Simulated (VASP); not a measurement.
A run of VASP 6.6.1 is set up as follows.

File INCAR:

```
SYSTEM = Si
PREC = Accurate
ENCUT = 600
EDIFF = 1E-6
ISMEAR = 0
SIGMA = 0.05
LREAL = .False.
LASPH = .True.
NELM = 80
ALGO = Normal
ISIF = 3
LWAVE = .False.
LCHARG = .False.
METAGGA = MS2
LMIXTAU = .True.
IBRION = 2
NSW = 60
EDIFFG = -0.02
```

KPOINTS

```
Automatic mesh
0
Gamma
  8 8 10
  0 0 0
```

POSCAR

```
Si
1.0
    4.1209500000      0.0000000000      0.0000000000
   -2.0604700000      3.5688500000      0.0000000000
    0.0000000000      0.0000000000      2.6547900000
Si
2
Direct
    0.3333300000      0.6666700000      0.5000000000
    0.6666700000      0.3333300000      0.5000000000
```

Potentials or basis: VASP PAW PBE potentials, release 64 (Si).

Run with:

```sh
$ cat potpaw_PBE.64/Si/POTCAR > POTCAR
$ mpirun -np 1 vasp_std > vasp.out
```

What does it give for the relaxed cell?

a = 4.073 Å, b = 4.073 Å, c = 2.638 Å, α = 90.00°, β = 90.00°, γ = 120.00°.

Predict the space group after relaxing (to 0.05 Å).

P6/mmm (No. 191).

Final structure:
```cif
data_structure
_symmetry_space_group_name_H-M 'P 1'
_symmetry_Int_Tables_number 1
_cell_length_a 4.0729
_cell_length_b 4.0729
_cell_length_c 2.6381
_cell_angle_alpha 90.000
_cell_angle_beta 90.000
_cell_angle_gamma 119.999
_cell_volume 37.90
loop_
_atom_site_label
_atom_site_type_symbol
_atom_site_fract_x
_atom_site_fract_y
_atom_site_fract_z
_atom_site_occupancy
Si1 Si 0.33333 0.66667 0.50000 1
Si2 Si 0.66667 0.33333 0.50000 1
```
